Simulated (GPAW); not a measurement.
The system is AlRu.

```
CELL_PARAMETERS angstrom
2.99160 0.00000 0.00000
0.00000 2.99160 0.00000
0.00000 0.00000 2.99160
ATOMIC_POSITIONS crystal
Ru 0.50000 0.50000 0.50000
Al 0.00000 0.00000 0.00000
```

Base run:

| Property | Result |
| --- | --- |
| Program | GPAW 26.7.0 |
| Functional | RPBE |
| Potentials or basis | the program's PAW data sets (release 1.2.1) made for this functional |
| Cutoff | 600 eV |
| Basis | pw |
| k mesh | 9 × 9 × 9 |
| Occupations | fermi-dirac, width 0.05 eV |
| Spin | no spin polarisation |

Its results: pressure 6.9 GPa.

**Question.** The run is repeated on the same cell with these changes: functional from RPBE to revPBE. What comes out?

**Answer.** Pressure 6.0 GPa.

Not every run made on this cell is shown here.
